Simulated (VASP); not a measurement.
# Rb (I4/mmm) in VASP: single point with r2SCAN

Aim: the single point of Rb with r2SCAN.

All numbers are computed with VASP 6.6.1; they aren't measurements. Logs are shortened: lines on timing, memory, paths and dates and some standing lists are left out, and cuts for length are marked.

### 1 Starting point

Symmetry: I4/mmm, No. 139, tetragonal system. Conventional cell: a = 5.909 Å, b = 5.909 Å, c = 5.462 Å, α = 90.00°, β = 90.00°, γ = 90.00°.

This isn't the form of Rb at room conditions, which is bcc.

### 2 Single point, r2SCAN

POSCAR reads:

```
Rb
1.0
   -2.9545118615      2.9545118615      2.7308451955
    2.9545118615     -2.9545118615      2.7308451955
    2.9545118615      2.9545118615     -2.7308451955
Rb
1
Direct
    0.0000000000      0.0000000000      0.0000000000
```

INCAR.step1 reads:

```
  ALGO = Normal
  EDIFF = 1E-4
  ENCUT = 520
  GGA = PE
  ISMEAR = 0
  LASPH = True
  LCHARG = False
  LREAL = False
  LWAVE = True
  NBANDS = 10
  NELM = 100
  PREC = Accurate
  SIGMA = 0.1
```

INCAR.step2 reads:

```
  ALGO = Normal
  EDIFF = 1E-7
  ENCUT = 520
  ISIF = 2
  ISMEAR = 0
  ISTART = 1
  LASPH = True
  LCHARG = False
  LMIXTAU = True
  LREAL = False
  LWAVE = False
  METAGGA = R2SCAN
  NBANDS = 10
  NELM = 100
  PREC = Accurate
  SIGMA = 0.1
```

KPOINTS reads:

```
k-points
0
Gamma
  10 10 10
```

Potentials or basis: VASP PAW PBE potentials, release 64 (Rb_sv).

Command:

```
$ cat potpaw_PBE.64/Rb_sv/POTCAR > POTCAR
$ cp INCAR.step1 INCAR
$ mpirun -np 1 vasp_std > vasp.out
$ cp INCAR.step2 INCAR
$ mpirun -np 1 vasp_std > vasp.out
```

OUTCAR:

```text
EDIFF = 1E-7
   ENCUT = 520
   ISIF = 2
   ISMEAR = 0
   ISTART = 1
   LASPH = True
   LREAL = False
   METAGGA = R2SCAN
   NELM = 100
   PREC = Accurate

 ion  position               nearest neighbor table
   1  0.000  0.000  0.000-

  LATTYP: Found a body centered tetragonal cell.
 ALAT       =     5.9090237230
 C/A-ratio  =     0.9242965754

  Lattice vectors:

 A1 = (  -2.9545118615,   2.9545118615,   2.7308451955)
 A2 = (   2.9545118615,  -2.9545118615,   2.7308451955)
 A3 = (   2.9545118615,   2.9545118615,  -2.7308451955)

Analysis of symmetry for initial positions (statically):
=====================================================================
 Subroutine PRICEL returns:
 Original cell was already a primitive cell.

 Routine SETGRP: Setting up the symmetry group for a
 body centered tetragonal supercell.

 Subroutine GETGRP returns: Found 16 space group operations
 (whereof 16 operations were pure point group operations)
 out of a pool of 16 trial point group operations.

The static configuration has the point symmetry D_4h.

Analysis of symmetry for dynamics (positions and initial velocities):
=====================================================================
 Subroutine PRICEL returns:
 Original cell was already a primitive cell.

 Routine SETGRP: Setting up the symmetry group for a
 body centered tetragonal supercell.

 Subroutine GETGRP returns: Found 16 space group operations
 (whereof 16 operations were pure point group operations)
 out of a pool of 16 trial point group operations.

The dynamic configuration has the point symmetry D_4h.

 Subroutine INISYM returns: Found 16 space group operations
 (whereof 16 operations are pure point group operations),
 and found     1 'primitive' translations

----------------------------------------------------------------------------------------

                                     Primitive cell

  volume of cell :      95.3517

  direct lattice vectors                    reciprocal lattice vectors
    -2.954511861  2.954511861  2.730845196     0.000000000  0.169232693  0.183093498
     2.954511861 -2.954511861  2.730845196     0.169232693  0.000000000  0.183093498
     2.954511861  2.954511861 -2.730845196     0.169232693  0.169232693  0.000000000

  length of vectors
     4.991572514  4.991572514  4.991572514     0.249324956  0.249324956  0.239331170

  position of ions in fractional coordinates (direct lattice)
     0.000000000  0.000000000  0.000000000

  ion indices of the primitive-cell ions
   primitive index   ion index
                 1           1

----------------------------------------------------------------------------------------

 KPOINTS: k-points

Automatic generation of k-mesh.
 Grid dimensions read from file:
 generate k-points for:   10   10   10

 Generating k-lattice:

  Cartesian coordinates                     Fractional coordinates (reciprocal lattice)
     0.000000000  0.016923269  0.018309350     0.100000000  0.000000000  0.000000000
     0.016923269  0.000000000  0.018309350     0.000000000  0.100000000  0.000000000
     0.016923269  0.016923269  0.000000000     0.000000000  0.000000000  0.100000000

  Length of vectors
     0.024932496  0.024932496  0.023933117

  Shift w.r.t. Gamma in fractional coordinates (k-lattice)
     0.000000000  0.000000000  0.000000000

 Subroutine IBZKPT returns following result:
 ===========================================

 Found    102 irreducible k-points:

 Following reciprocal coordinates:
            Coordinates               Weight
  0.000000  0.000000  0.000000      1.000000
  0.100000 -0.000000  0.000000      8.000000
  0.200000 -0.000000  0.000000      8.000000
  0.300000  0.000000  0.000000      8.000000
  0.400000 -0.000000  0.000000      8.000000
  0.500000 -0.000000  0.000000      4.000000
[... 16 lines left out ...]
  0.300000  0.300000  0.000000      8.000000
  0.400000  0.300000  0.000000     16.000000
 [... further k-points ...]
   k-points           NKPTS =    102   k-points in BZ     NKDIM =    102   number of bands    NBANDS=     10
   number of dos      NEDOS =    301   number of ions     NIONS =      1
   total plane-waves  NPLWV =  64000
   dimension x,y,z NGX =    40 NGY =   40 NGZ =   40
   dimension x,y,z NGXF=    80 NGYF=   80 NGZF=   80
   ions per type =               1
   NGX,Y,Z   is equivalent  to a cutoff of  13.32, 13.32, 13.32 a.u.
   NGXF,Y,Z  is equivalent  to a cutoff of  26.64, 26.64, 26.64 a.u.
 SYSTEM =  unknown system
   PREC   = accura    normal or accurate (medium, high low for compatibility)
   ISTART =      1    job   : 0-new  1-cont  2-samecut
   ICHARG =      0    charge: 1-file 2-atom 10-const
   ISPIN  =      1    spin polarized calculation?
   LNONCOLLINEAR =      F non collinear calculations
   LSORBIT =      F    spin-orbit coupling
   LASPH  =      T    aspherical Exc in radial PAW
   ENCUT  =  520.0 eV  38.22 Ry    6.18 a.u.   9.28  9.28  9.28*2*pi/ulx,y,z
   NELM   =    100;   NELMIN=  2; NELMDL=  0     # of ELM steps
   EDIFF  = 0.1E-06   stopping-criterion for ELM
   LREAL  =      F    real-space projection
   EDIFFG = 0.1E-05   stopping-criterion for IOM
   NSW    =      0    number of steps for IOM
   IBRION =     -1    ionic relax: 0-MD 1-quasi-New 2-CG
   NFREE  =      0    steps in history (QN), initial steepest desc. (CG)
   ISIF   =      2    stress and relaxation
   ISYM   =      2    0-nonsym 1-usesym 2-fastsym
   POTIM  = 0.5000    time-step for ionic-motion
   TEBEG  =    0.0;   TEEND  =   0.0 temperature during run
   PSTRESS=    0.0 pullay stress
   NELECT =       9.0000    total number of electrons
   NUPDOWN=      -1.0000    fix difference up-down
   EMIN   =  10.00;   EMAX   =-10.00  energy-range for DOS
   EFERMI =   0.00;   METHOD = LEGACY
   ISMEAR =     0;   SIGMA  =   0.10  broadening in eV -4-tet -1-fermi 0-gaus
   EFERMI_NEDOS =   21; number of points for ismear=-14 and -15
   IALGO  =     38    algorithm
   IMIX   =      4    mixing-type and parameters
     AMIX     =   0.40;   BMIX     =  1.00
     AMIX_MAG =   1.60;   BMIX_MAG =  1.00
  volume/ion in A,a.u.               =      95.35       643.47
  Fermi-wavevector in a.u.,A,eV,Ry     =   0.745383  1.408570  7.559340  0.555596
  Thomas-Fermi vector in A             =   1.840957
   LORBIT       =      0    0 simple, 1 ext, 2 COOP (PROOUT), +10 PAW based schemes
   METAGGA = R2SCAN    functional components
   LHFCALC =     F    Hartree Fock is set to
   AEXX    =    0.0000 exact exchange contribution
   IVDW    =     0    specifies the selected vdW correction
   LEPSILON=     F    determine dielectric tensor
   LRPA    =     F    only Hartree local field effects (RPA)
 non-spin polarized calculation
 Gauss-broadening in eV      SIGMA  =   0.10
  energy-cutoff  :      520.00
  volume of cell :       95.35
 maximum number of plane-waves:      2586
 NGX is ok and might be reduce to    40
   NGX = 19   NGY = 19   NGZ = 19

 number of electron       9.0000000 magnetization

 Free energy of the ion-electron system (eV)
  ---------------------------------------------------
  ext. energy  EPLUGINS =         0.00000000
  ---------------------------------------------------
  free energy    TOTEN  =       -13.91871993 eV

  energy without entropy =      -13.91391917  energy(sigma->0) =      -13.91631955

 E-fermi :  -0.0392     XC(G=0):  -5.6080

 val. band max:       -0.0475769604   @ k =  -0.4000   0.4000   0.2000
 cond. band min:      -0.0171535189   @ k =  -0.2000   0.4000   0.2000
 fundamental gap:      0.0304234414
 Fermi energy:        -0.0391654756

 k-point     1 :       0.0000    0.0000    0.0000
  band No.  band energies     occupation
      1     -30.1379      2.00000
      2     -13.6313      2.00000
      3     -13.6308      2.00000
      4     -13.6308      2.00000
      5      -2.0646      2.00000
      6       3.7587      0.00000
      7       4.2026      0.00000
      8       4.2026      0.00000
      9       4.6861      0.00000
     10       5.2799      0.00000

 k-point     2 :       0.1000   -0.0000    0.0000
  band No.  band energies     occupation
      1     -30.1375      2.00000
      2     -13.6393      2.00000
      3     -13.6336      2.00000
      4     -13.6313      2.00000
      5      -1.9408      2.00000
      6       3.6842      0.00000
      7       3.9296      0.00000
      8       4.1716      0.00000
      9       4.6374      0.00000
     10       5.0463      0.00000

 k-point     3 :       0.2000   -0.0000    0.0000
  band No.  band energies     occupation
      1     -30.1366      2.00000
      2     -13.6605      2.00000
      3     -13.6407      2.00000
      4     -13.6321      2.00000
      5      -1.5795      2.00000
      6       3.1443      0.00000
      7       3.3557      0.00000
      8       4.4002      0.00000
      9       4.7167      0.00000
     10       4.9170      0.00000

 k-point     4 :       0.3000    0.0000    0.0000
  band No.  band energies     occupation
      1     -30.1354      2.00000
      2     -13.6864      2.00000
      3     -13.6495      2.00000
      4     -13.6331      2.00000
      5      -1.0114      2.00000
      6       2.2727      0.00000
      7       3.0041      0.00000
      8       4.8087      0.00000
      9       4.8815      0.00000
     10       4.9743      0.00000
[... 222 lines left out ...]
 k-point    22 :      -0.2000    0.2000    0.0000
  band No.  band energies     occupation
      1     -30.1367      2.00000
      2     -13.6602      2.00000
      3     -13.6394      2.00000
      4     -13.6299      2.00000
      5      -1.6175      2.00000
      6       2.8853      0.00000
      7       3.7329      0.00000
      8       4.4473      0.00000
      9       4.6373      0.00000
     10       5.0354      0.00000

 k-point    23 :       0.3000    0.3000    0.0000
  band No.  band energies     occupation
      1     -30.1338      2.00000
      2     -13.6972      2.00000
      3     -13.6784      2.00000
      4     -13.6428      2.00000
      5       0.7891      0.00000
      6       1.1972      0.00000
      7       1.6303      0.00000
      8       4.3565      0.00000
      9       4.8313      0.00000
     10       5.5824      0.00000

 k-point    24 :       0.4000    0.3000    0.0000
  band No.  band energies     occupation
      1     -30.1338      2.00000
      2     -13.6951      2.00000
      3     -13.6797      2.00000
      4     -13.6409      2.00000
      5       0.6108      0.00000
      6       1.2714      0.00000
      7       1.7115      0.00000
      8       4.3732      0.00000
      9       4.9887      0.00000
     10       5.3742      0.00000

 [... further k-points ...]

------------------------ aborting loop because EDIFF is reached ----------------------------------------

  FORCE on cell =-STRESS in cart. coord.  units (eV):
  Direction    XX          YY          ZZ          XY          YZ          ZX
  --------------------------------------------------------------------------------------
  -------------------------------------------------------------------------------------
  Total       -0.0117540     -0.0117540      0.0118252      0.0000000     -0.0000000      0.0000000
  in kB       -0.1974995     -0.1974995      0.1986968      0.0000000     -0.0000000      0.0000000
  external PRESSURE =      -0.0654341 kB  Pullay stress =       0.0000000 kB

 VOLUME and BASIS-vectors are now :
 -----------------------------------------------------------------------------
  energy-cutoff  :      520.00
  volume of cell :       95.35
      direct lattice vectors                 reciprocal lattice vectors
    -2.954511861  2.954511861  2.730845196     0.000000000  0.169232693  0.183093498
     2.954511861 -2.954511861  2.730845196     0.169232693  0.000000000  0.183093498
     2.954511861  2.954511861 -2.730845196     0.169232693  0.169232693  0.000000000

 POSITION                                       TOTAL-FORCE (eV/Angst)
 -----------------------------------------------------------------------------------
      0.00000      0.00000      0.00000         0.000000      0.000000      0.000000
 -----------------------------------------------------------------------------------
    total drift:                                0.000000      0.000000     -0.000000

  FREE ENERGIE OF THE ION-ELECTRON SYSTEM (eV)
  ---------------------------------------------------
  free  energy   TOTEN  =       -13.9187199318 eV

  energy  without entropy=      -13.9139191702  energy(sigma->0) =      -13.91631955
```

It took 5.9 min on 1 thread of Intel Xeon Platinum 8259CL at 2.50GHz (Skylake/Cascade Lake), shared host; peak memory 0.3 GiB.

Results:

```
Free energy            : -13.9187 eV
Pressure               : 0.0 GPa
Band gap on the k mesh : none (metal or under the smearing width)
```

Caveat: the PAW data sets were made with another functional, which shifts forces and pressure a little.
